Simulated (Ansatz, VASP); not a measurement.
One calculation of ScAl, two programs

```
Sc Al
1.0
     3.31967    0.00000    0.00000
     0.00000    3.31967    0.00000
     0.00000    0.00000    3.31967
Sc Al
1 1
Direct
  0.50000 0.50000 0.50000
  0.00000 0.00000 0.00000
```

Alike in both runs: functional PBEsol; k mesh 14 × 14 × 14; occupations fermi-dirac, width 0.1 eV; no spin polarisation.

Ansatz relaxed the structure, and its values are those at the end. VASP's run is a single point on that final structure, the one shown.

|  | VASP | Ansatz |
| --- | --- | --- |
| version | VASP 6.6.1 | Ansatz 0.2.0 |
| potentials or method | VASP PAW PBE potentials, release 64 (Sc_sv, Al) | PAW with Ansatz's default frozen-core files, scalar-relativistic |
| plane-wave cutoff (eV) | 520 | 420 |
| valence electrons in the cell | 14 | 14 |

Ansatz gave:

```
pressure (GPa) : 2.0
```

**Question.** Which values does VASP return?

**Answer.** Pressure (GPa): 2.1.

Caveats: the PAW data sets were made with another functional, which shifts forces and pressure a little (VASP).
